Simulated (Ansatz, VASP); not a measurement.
Two plane-wave programs on Ag

```xyz
2
Lattice="2.9342 0.0000 0.0000 -1.4671 2.5411 0.0000 0.0000 0.0000 4.7991" Properties=species:S:1:pos:R:3 pbc="T T T"
Ag    0.0000    1.6940    1.1998
Ag    1.4671    0.8470    3.5993
```

Alike in both runs: task relaxation of cell and atoms; functional PBE; k mesh 18 × 18 × 10; occupations fermi-dirac, width 0.15 eV; no spin polarisation.

|  | VASP | Ansatz |
| --- | --- | --- |
| version | VASP 6.6.1 | Ansatz 0.2.0 |
| potentials or method | VASP PAW PBE potentials, release 64 (Ag) | scalar-relativistic, plane waves, PAW |
| plane-wave cutoff (eV) | 600 | 420 |
| valence electrons in the cell | 22 | 38 |

|  | VASP | Ansatz | Ansatz less VASP |
| --- | --- | --- | --- |
| gap on the k mesh at the Fermi level, each at its own relaxed structure (eV) | none | none | - |
| relaxed volume (Å³/atom) | 17.86 | 17.89 | +0.028 |
| relaxed cell length with the largest relative difference (Å) | 4.807 | 4.809 | +0.0026 |

A gap of «none» marks a metal or a gap that the smearing closes. The two sets of potentials don't hold the same shells in valence.
